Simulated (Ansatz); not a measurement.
Starting cell, LiI (rock salt):

```
LiI
1.0
    0.00000     2.95164     2.95164
    2.95164     0.00000     2.95164
    2.95164     2.95164     0.00000
I Li
1 1
Direct
  0.00000   0.00000   0.00000
  0.50000   0.50000   0.50000
```

In each cell atom 2 (Li, nearest neighbour I at 2.952 Å; its periodic images, 4.2 Å or more away, move with it) moves by s·(0.000, 0.000, 1.000) (towards the nearest neighbour), the rest being held.

Computed with PBEsol (plane waves to 420 eV, PAW, scalar-relativistic; Ansatz, an electronic-structure program). k mesh 8×8×8 (Γ-centred), Fermi-Dirac smearing 0.05 eV. Compression counts positive. LiI was relaxed with its symmetry unable to fall. Spin-orbit coupling is left out, though I is heavy. 

```tsv
s (Å)	P (GPa)
-0.300	(withheld)
-0.240	(withheld)
-0.180	0.20
-0.120	0.08
-0.060	0.01
0.000	-0.01
0.060	0.01
0.120	0.08
0.180	0.20
0.240	(withheld)
0.300	(withheld)
```

Question: What belongs in the gaps?

Answer: 
- -0.300, P (GPa): 0.60
- -0.240, P (GPa): 0.37
- 0.240, P (GPa): 0.37
- 0.300, P (GPa): 0.60

(A displaced cell: forces are minus the slopes of the energy, force constants its curvatures, and phonons follow from these.)
